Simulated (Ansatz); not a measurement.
C:

```
C
1.0
     0.00000    1.78337    1.78337
     1.78337    0.00000    1.78337
     1.78337    1.78337    0.00000
C
2
Cartesian
  2.6751 2.6751 2.6751
  1.7834 1.7834 1.7834
```

This isn't the form of C at room conditions, which is graphite.

A run of Ansatz 0.2.0 on this cell left the log below. Logs are shortened: lines on timing, memory, paths and dates and some standing lists are left out, and cuts for length are marked.

```text
Warning: RAYON_NUM_THREADS=1 ignored (pool sized by the plan → 1); use --threads N
LAPW: plane waves up to 10.857 Å⁻¹, error target 1.0e-3 eV per atom; small_component_spin mean_spin; C in spheres of 0.772 Å, 6 of its electrons in bands, Dirac shells [] (how accurate: hamiltonian.pseudopotentials.lapw.basis_error, Limitations)
Engine: ansatz 0.2.0, x86_64-unknown-linux-gnu
Pseudopotentials: kind: all_electron
Pseudopotential: C, LAPW, valence charge 6, lapw/all_electron/scalar/gaussian/C, Koelling and Harmon's equation, gaussian nucleus
Functional definition: PBE
  parameter kappa = 0.804
  parameter beta = 0.06672455060314922
  exchange = pbe_x(kappa = kappa, mu = beta*pi^2/3)
  correlation = pbe_c(beta = beta)
Crystal: 2 atoms, lattice volume = 11.344 Å³
Basis set: ecut = 449.08483191713054 eV, 259 PW (Γ), exchange–correlation at level 2
Bands: 10, of which v1, the nominal top of the filled ones, is band 6 counted from 1 (5 counted from 0)
Symmetry: 48 space group operations
Space group: Fd-3m (ITA 227), of the structure as read, at distance tolerance 2.2e-5 Å
k-points: 84 of 2197
Non-local potential: C, projectors of the file, none
Initial density: superposition of atomic densities (chi_scale 0.1, normalization cell)
Initial wavefunctions: plane waves of lowest kinetic energy (no species holds an atomic orbital)
Functional: x = pbe(κ = 0.804, μ = 0.2195149727645171), c = pbe(β = 0.06672455060314922)
iter 1 solved again at ethr=1.23e-2 eV; its pass at ethr=1.00e-1 eV (dr2=1.47e0 eV) is discarded
SCF iter   1: F=—  HF=-2074.076319 eV  |F-HF|=—  |Δ(HF+E_count)|=         —  Δρ=1.35e-1  dr2=1.47e0  ethr=1.23e-2  ⟨swp⟩=2.0  Hψ=6206  notcnv=0
preconditioner: auto → none  [insulator: Δε(μ)=4.850 eV  Ē_g=19.621 eV  σ=0.011 eV  W_gap=1.00  n_scr=0 (ndim 8)  ℏωp=31.2 eV  f_vac=0.000  D(μ)=0.00/eV (n_scr^D=0)  ε∞_Penn≈3.5]
SCF iter   2: F=—  HF=-2073.531223 eV  |F-HF|=—  |Δ(HF+E_count)|=   5.45e-1  Δρ=5.39e-2  dr2=2.18e-1  ethr=1.23e-2  ⟨swp⟩=3.0  Hψ=2329  notcnv=0
iter 3 solved again at ethr=6.56e-6 eV; its pass at ethr=1.81e-3 eV (dr2=7.87e-4 eV) is discarded
SCF iter   3: F=—  HF=-2073.466860 eV  |F-HF|=—  |Δ(HF+E_count)|=   6.44e-2  Δρ=4.44e-3  dr2=7.80e-4  ethr=6.56e-6  ⟨swp⟩=2.4  Hψ=4580  notcnv=0
SCF iter   4: F=—  HF=-2073.467296 eV  |F-HF|=—  |Δ(HF+E_count)|=         —  Δρ=2.96e-4  dr2=2.57e-6  ethr=6.50e-6  ⟨swp⟩=2.2  Hψ=2201  notcnv=0
the basis was enlarged: its passes take 66.6 KiB over the memory plan, 1 of 1 planned eigensolver slots
SCF iter   5: F=-2073.467302 eV  HF=-2073.467302 eV  |F-HF|=6.59e-8  |Δ(HF+E_count)|=   6.16e-6  Δρ=2.99e-5  dr2=2.78e-8  ethr=2.14e-8  ⟨swp⟩=3.0  Hψ=2182  notcnv=0
SCF 1 converged in 5 iterations: F = -2073.467302 eV  dr2 = 2.78e-8
SCF converged after 5 iterations
Free energy (F): -2073.467302 eV
Harris-Foulkes:  -2073.467302 eV  (|F-HF|=6.59e-8)
Internal energy: -2073.467302 eV  (E = F + TS)
E sigma→0 (E₀):  -2073.467302 eV
Fermi energy:    15.703436 eV
--- Per-component energies (eV) ---
  E_band       = -971.385321
  E_kinetic    = 2066.200985
  E_xc         = -295.486135
  E_electrostatic = -3844.182151  (all electrons and nuclei)
  E_smearing   = -0.000000  (= −TS)
  E_closure    = 0.000000  (closes the sum)
  E_atoms      = -2055.265647  (free atoms, spherical and without spin; not in F)
  Σ components = -2073.467302   (vs F -2073.467302, Δ=0.00e0)
  Basis errors (estimates in eV, not in F): energy 6.3e-4 per atom: plane waves 6.1e-4 (3.9e-4 summed), levels above the bands 0.0e0, relativity 1.1e-8, radial functions 1.9e-5, core shells 0.0e0; eigenvalues (radial functions only) 1.7e-6; not estimated: angular momenta, meshes, grids; target (lapw.basis_error) 1.0e-3; muffin-tin radii C 0.772 Å
--- Forces (eV/Å), atoms counted from 1 ---
  atom   1  C     -0.00000000     0.00000000     0.00000000
  atom   2  C     -0.00000000    -0.00000000    -0.00000000
  max |Σ_I F_I| component: 8.33e-17 eV/Å
--- Stress (GPa, compression-positive) ---
        1.754196      -0.000000       0.000000
       -0.000000       1.754196      -0.000000
        0.000000      -0.000000       1.754196
  P = ⅓ Tr σ = 1.7542 GPa (17.542 kbar)
--- Band table (eV; the first three rows and the last of 84) ---
  k-point 0: bands = ["-252.1680", "-252.1562", "-7.8415", "13.6282", "13.6282", "13.6282", "19.2283", "19.2283", "19.2283", "26.9665"]
  k-point 1: bands = ["-252.1678", "-252.1563", "-7.6777", "12.5644", "13.3500", "13.3500", "19.5930", "19.5930", "19.8555", "27.1070"]
  k-point 2: bands = ["-252.1675", "-252.1567", "-7.1881", "10.2976", "12.7220", "12.7220", "20.4196", "20.4196", "20.8792", "27.5151"]
  k-point 83: bands = ["-252.1626", "-252.1615", "0.8545", "2.3038", "4.9852", "5.9644", "23.8284", "23.9131", "25.7233", "27.0239"]
```

What input gives this log?

Single point with PBE, no spin polarisation. The files as run (others can give the same):

input.yaml
```yaml
crystal:
  lattice:
    - [0.0, 1.78337, 1.78337]
    - [1.78337, 0.0, 1.78337]
    - [1.78337, 1.78337, 0.0]
  atoms:
    - { symbol: C, position: [0.75, 0.75, 0.75] }
    - { symbol: C, position: [0.5, 0.5, 0.5] }
kpoints:
  mp_grid: { grid: [13, 13, 13] }
scf:
  occupations: { method: gaussian, width: 0.011 }
hamiltonian:
  xc: pbe
  pseudopotentials: { kind: all_electron, lapw: { basis_error: 0.001 } }
output:
  forces: true
  stress: true
  eigenvalues: true
```

Potentials or basis: all-electron LAPW, scalar-relativistic.
Command:
```bash
$ ansatz run input.yaml --threads 1 --pin off --max-ram 3072MiB --backend cpu --events-out ev --progress --plain --runs-dir out
```

Caveat: an odd mesh through Γ misses points on the zone boundary, where band edges often lie.
